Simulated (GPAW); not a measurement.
Here is a GPAW 26.7.0 calculation.

Contents of run.py:

```python
import json
import numpy as np
from ase.dft.bandgap import bandgap
from ase.io import read, write
from ase.units import GPa
from gpaw import GPAW, PW

atoms = read('MnO.xyz')
atoms.set_initial_magnetic_moments([4.0, 0.0])

calc = GPAW(mode=PW(800),
            xc='PBE',
            kpts={'size': (10, 10, 10), 'gamma': True},
            occupations={'name': 'fermi-dirac', 'width': 0.05},
            setups={'Mn': '7'},
            nbands=-11,
            convergence={'density': 1e-05, 'energy': 1e-05},
            maxiter=150,
            txt='gpaw.txt')
atoms.calc = calc
energy = atoms.get_potential_energy()
forces = atoms.get_forces()
stress = atoms.get_stress()
calc.write('gs.gpw')
write('result.traj', atoms)
print(f'Energy: {energy:.6f} eV')
print('Forces (eV/A):')
print(forces.round(4))
print('Stress (GPa):', (stress / GPa).round(3))
print('Moments:', calc.get_magnetic_moments().round(3))
print('Fermi level:', round(calc.get_fermi_level(), 4), 'eV')
print(f'Gap: {bandgap(calc)[0]:.4f} eV, direct: {bandgap(calc, direct=True)[0]:.4f} eV')

size = (16, 16, 16)
dense = calc.fixed_density(kpts={'size': size, 'gamma': True}, update_fermi_level=True,
                           convergence={'bands': 'CBM+2.0', 'eigenstates': 1e-7}, txt='dense.txt')
ef = dense.get_fermi_level()
index = np.round(dense.get_bz_k_points() * size).astype(int) % size
recip = 2 * np.pi * atoms.cell.reciprocal()
sheets = []
for s, e_kn in enumerate(dense.eigenvalues()):
    for n in range(e_kn.shape[1] - 2):
        if e_kn[:, n].min() < ef < e_kn[:, n].max():
            e = np.empty(size)
            e[tuple(index.T)] = e_kn[dense.get_bz_to_ibz_map(), n] - ef
            de = np.array([(np.roll(e, -1, c) - np.roll(e, 1, c)) * size[c] / 2 for c in range(3)])
            v = np.linalg.norm(np.einsum('vc,cxyz->vxyz', np.linalg.inv(recip), de), axis=0)
            w = np.exp(-(e / 0.1)**2) / (0.1 * np.pi**0.5)
            sheets.append({'spin': s, 'band': n, 'filled': (e < 0).mean(), 'dos': w.mean(), 'bottom': e.min(), 'top': e.max(),
                           'velocity': (w * v).sum() / w.sum() * 1.519267e5, 'slice': e[:, :, 0].round(3).tolist()})
            print(f'spin {s} band {n}: filled share {sheets[-1]["filled"]:.3f}, from {e.min():.3f} to {e.max():.3f} eV,',
                  f'{w.mean():.3f} states/eV, mean velocity {sheets[-1]["velocity"]:.3e} m/s')
print('Fermi level on the dense mesh:', round(ef, 4), 'eV,', len(sheets), 'sheets')
json.dump({'ef': ef, 'sheets': sheets}, open('fermi.json', 'w'))
```

MnO.xyz

```xyz
2
Lattice="0.0000000000 2.2239077028 2.2239077028 2.2239077028 0.0000000000 2.2239077028 2.2239077028 2.2239077028 0.0000000000" Properties=species:S:1:pos:R:3 pbc="T T T"
Mn     0.0000000000      0.0000000000      0.0000000000
O      2.2239077028      2.2239077028      2.2239077028
```

Potentials or basis: GPAW PAW data sets (gpaw-data 1.2.1), other valence, pw.

Run with:

```console
$ OMP_NUM_THREADS=1 python run.py
```

Problem. Estimate the net moment.

Solution. 4.79 μB per cell.

Problem. Predict the site moments.

Solution. Mn +4.22; O +0.17 μB.

Problem. What does it give for the band gap on the k mesh?

Solution. None (metal or under the smearing width).

Problem. Predict the pressure.

Solution. 0.9 GPa.

Caveat: a cell with one magnetic atom can't hold antiferromagnetic order, which such compounds often take; semilocal functionals often make such compounds metallic where correlation or magnetic order opens a gap, which also shifts bond lengths. With open d or f shells a metallic result of PBE can be an artefact of self-interaction; +U or a hybrid may open a gap.
